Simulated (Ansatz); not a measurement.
## Zn under changes of volume

One of the cells (15.330 Å³/atom); the others are scaled copies at fixed shape and fractional positions:

```
Zn
1.0
     2.67000    0.00000    0.00000
    -1.33500    2.31229    0.00000
     0.00000    0.00000    4.96600
Zn
2
Direct
  0.66667 0.33333 0.75000
  0.33333 0.66667 0.25000
```

- Program: Ansatz 0.2.0
- Functional: PBEsol
- Potentials or basis: all-electron LAPW, scalar-relativistic
- Cutoff: 285 eV (chosen from the basis error)
- Basis error allowed: 0.0005 eV/atom
- k mesh: 11 × 11 × 6
- Occupations: fermi-dirac, width 0.05 eV
- Spin: no spin polarisation

| volume (Å³/atom) | energy over the lowest point (meV/atom) | pressure (GPa) |
| --- | --- | --- |
| 14.410 | 0.00 | -1.1 |
| 14.716 | 3.77 | -2.8 |
| 15.023 | 10.61 | -4.3 |
| 15.330 | 20.14 | -5.6 |
| 15.636 | 32.02 | -6.8 |
| 15.943 | ? | ? |
| 16.249 | 61.68 | -8.6 |

What does the run at 15.943 Å³/atom give?

Energy over the lowest point 45.96 meV/atom; pressure -7.8 GPa.

Worked out: A Birch-Murnaghan fit of order 3 (a polynomial in V^(-2/3)) to the other rows has its minimum at 14.23 Å³/atom, just outside them, with B0 = V·E''(V) = 91 GPa and B' = 5.1 at fixed shape and positions, which overstates the stiffness. It gives 45.97 meV/atom at 15.943 Å³/atom, against the run's 45.96, and -dE/dV = -7.8 GPa, against -7.8.

Energies are extrapolated to zero smearing.
